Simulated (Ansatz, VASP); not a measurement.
**One calculation of HfN, two programs**

Contents of INCAR:

```
SYSTEM = HfN
PREC = Accurate
ENCUT = 520
EDIFF = 1E-7
ISMEAR = -1
SIGMA = 0.03
LREAL = .False.
LASPH = .True.
NELM = 100
ALGO = Normal
ISIF = 2
LWAVE = .False.
LCHARG = .False.
NBANDS = 14
```

Contents of KPOINTS:

```
Automatic mesh
0
Gamma
  10 10 10
  0 0 0
```

File POSCAR:

```
HfN
1.0
    0.0000000000      2.2590000000      2.2590000000
    2.2590000000      0.0000000000      2.2590000000
    2.2590000000      2.2590000000      0.0000000000
Hf N
1 1
Direct
    0.0000000000      0.0000000000      0.0000000000
    0.5000000000      0.5000000000      0.5000000000
```

Input for Ansatz:

```yaml
crystal:
  lattice:
    - [0.0, 2.259, 2.259]
    - [2.259, 0.0, 2.259]
    - [2.259, 2.259, 0.0]
  atoms:
    - { symbol: Hf, position: [0.0, 0.0, 0.0] }
    - { symbol: "N", position: [0.5, 0.5, 0.5] }
kpoints:
  mp_grid: { grid: [10, 10, 10] }
  band_path:
    path:
      - [0.0, 0.0, 0.0]
      - [0.5, 0.0, 0.5]
      - [0.625, 0.25, 0.625]
      - [0.375, 0.375, 0.75]
      - [0.0, 0.0, 0.0]
      - [0.5, 0.5, 0.5]
      - [0.5, 0.25, 0.75]
      - [0.5, 0.0, 0.5]
    npoints: 5
scf:
  occupations: { method: fermi_dirac, width: 0.03 }
hamiltonian:
  xc: lda
  pseudopotentials: { kind: all_electron, lapw: { basis_error: 0.001 } }
output:
  forces: true
  stress: true
  eigenvalues: true
```

Alike in both runs: task single point; functional LDA; k mesh 10 × 10 × 10; occupations fermi-dirac, width 0.03 eV; no spin polarisation.

|  | VASP | Ansatz |
| --- | --- | --- |
| version | VASP 6.6.1 | Ansatz 0.2.0 |
| potentials or method | VASP PAW LDA potentials, release 64 (Hf_pv, N) | all-electron LAPW, scalar-relativistic |
| plane-wave cutoff (eV) | 520 | see its input |

```tsv
	VASP	Ansatz	Ansatz less VASP
pressure (GPa)	-10.6	-9.3	+1.34
```

Ansatz ran all-electron here, so the differences hold the error of VASP's frozen core and of both bases.

Spin-orbit coupling is left out, which matters for the levels of Hf.
